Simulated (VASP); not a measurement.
# PtS2: relaxation of cell and atoms with revPBE

Crystal: PtS2.

```xyz
3
Lattice="3.5432 0.0000 0.0000 -1.7716 3.0685 0.0000 0.0000 0.0000 5.0388" Properties=species:S:1:pos:R:3 pbc="T T T"
Pt    0.0000    0.0000    0.0000
S     1.7716    1.0228    3.8950
S     0.0000    2.0457    1.1438
```

```
Program                : VASP 6.6.1
Task                   : relaxation of cell and atoms
Functional             : revPBE
Potentials or basis    : VASP PAW PBE potentials, release 64 (Pt, S)
Cutoff                 : 600 eV
k mesh                 : 9 × 9 × 5
Occupations            : fermi-dirac, width 0.05 eV
Spin                   : no spin polarisation
Further INCAR settings : ALGO = Fast; EDIFF = 1e-06; IBRION = 2; EDIFFG = -0.005; NSW = 60; ISIF = 3
```

```yaml
Relaxed_volume: 26.18 Å³/atom
Relaxed_cell: a = 3.591 Å, b = 3.591 Å, c = 7.032 Å, α = 90.00°, β = 90.00°, γ = 120.00°
Space_group_after_relaxing_to_0.05_Å: P-3m1 (No. 164)
Energy_gained_by_relaxing: 109.3 meV/atom
Ionic_steps: 24
Pressure_after_relaxing: 0.0 GPa
Band_gap_on_the_k_mesh: 1.71 eV, indirect (least direct gap 1.73 eV)
```

The path:
| step | energy change (eV) | largest force (eV/Å) | pressure (GPa) | volume (Å³) |
| --- | --- | --- | --- | --- |
| 1 | 0.0000 | 1.2510 | 13.04 | 54.78 |
| 2 | 0.2719 | 1.5812 | -12.72 | 67.43 |
| 3 | -0.1868 | 0.1163 | -0.27 | 59.21 |
| 4 | -0.1871 | 0.0735 | 0.09 | 59.05 |
| 5 | -0.1871 | 0.0512 | 0.29 | 58.96 |
| 6 | -0.1996 | 0.1225 | 0.35 | 59.28 |
| 7 | -0.2183 | 0.3221 | 0.49 | 60.17 |
| 8 | -0.2322 | 0.2901 | 0.39 | 61.03 |
| 9 | -0.2665 | 0.1596 | 0.31 | 63.62 |
| 10 | -0.3011 | 0.1798 | 0.89 | 68.88 |
| 11 | -0.2020 | 1.2014 | 3.90 | 79.63 |
| 12 | -0.2803 | 0.6379 | 2.58 | 71.66 |
| 13 | -0.2836 | 0.6121 | 2.35 | 72.13 |
| 14 | -0.2914 | 0.5322 | 1.64 | 73.53 |
| 15 | -0.2994 | 0.3857 | 0.39 | 76.37 |
| 16 | -0.2899 | 0.1459 | -1.58 | 82.16 |
| 17 | -0.2984 | 0.3240 | -0.22 | 78.22 |
| 18 | -0.3021 | 0.2993 | -0.21 | 78.26 |
| 19 | -0.3119 | 0.2296 | -0.21 | 78.36 |
| 20 | -0.3245 | 0.0889 | -0.21 | 78.56 |
| 21 | -0.3215 | 0.2053 | -0.24 | 78.87 |
| 22 | -0.3279 | 0.0342 | -0.23 | 78.70 |
| 23 | -0.3280 | 0.0054 | 0.05 | 78.50 |
| 24 | -0.3280 | 0.0003 | 0.01 | 78.53 |

Final structure:
```
CELL_PARAMETERS angstrom
3.59091 0.00000 0.00000
-1.79545 3.10982 0.00000
0.00000 0.00000 7.03229
ATOMIC_POSITIONS crystal
Pt 0.00000 0.00000 0.00000
S 0.66667 0.33333 0.82556
S 0.33333 0.66667 0.17444
```

Levels at points of the mesh, in eV from the valence-band top:
| k point | band 9 | band 10 | band 11 | band 12 | band 13 | band 14 |
| --- | --- | --- | --- | --- | --- | --- |
| (0.00, 0.00, 0.00) | -0.44 | -0.31 | -0.31 | 3.13 | 3.13 | 5.42 |

It took 8.4 min on 1 thread of Intel(R) Xeon(R) Platinum 8488C (Sapphire Rapids), on a shared host, peak memory 0.22 GiB.

Caveat: the volume moved by over 15 % at a fixed basis, so the end points are rough; the PAW data sets were made with another functional, which shifts forces and pressure a little; spin-orbit coupling is left out, which moves the levels of the heavy elements; an odd mesh through Γ misses points on the zone boundary, where band edges often lie; this functional lacks dispersion, which binds the layers, so the pressure and a relaxed spacing across them are unreliable, and here the layers came unbound; the volume moved by +43 % from the deposited cell, more than functionals usually miss. revPBE gives volumes clearly too large for solids.
